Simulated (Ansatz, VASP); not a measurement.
One calculation of Ti, two programs

```
CELL_PARAMETERS angstrom
0.00000 2.06981 2.06981
2.06981 0.00000 2.06981
2.06981 2.06981 0.00000
ATOMIC_POSITIONS crystal
Ti 0.00000 0.00000 0.00000
```

Change from the starting cell: volume scaled by 1.06.

Alike in both runs: task single point; functional PBE; k mesh 11 × 11 × 11; occupations fermi-dirac, width 0.05 eV; no spin polarisation.

|  | VASP | Ansatz |
| --- | --- | --- |
| version | VASP 6.6.1 | Ansatz 0.2.0 |
| potentials or method | VASP PAW PBE potentials, release 64 (Ti_sv), cutoff 520 eV | all-electron LAPW, scalar-relativistic |

VASP gave:

```
gap on the k mesh at the Fermi level (eV) : none
pressure (GPa)                            : -2.5
```

Q: Which values does Ansatz return?

A: gap on the k mesh at the Fermi level (eV): none; pressure (GPa): -2.2.

A gap of «none» marks a metal or a gap that the smearing closes. Ansatz ran all-electron here, so the differences hold the error of VASP's frozen core and of both bases.
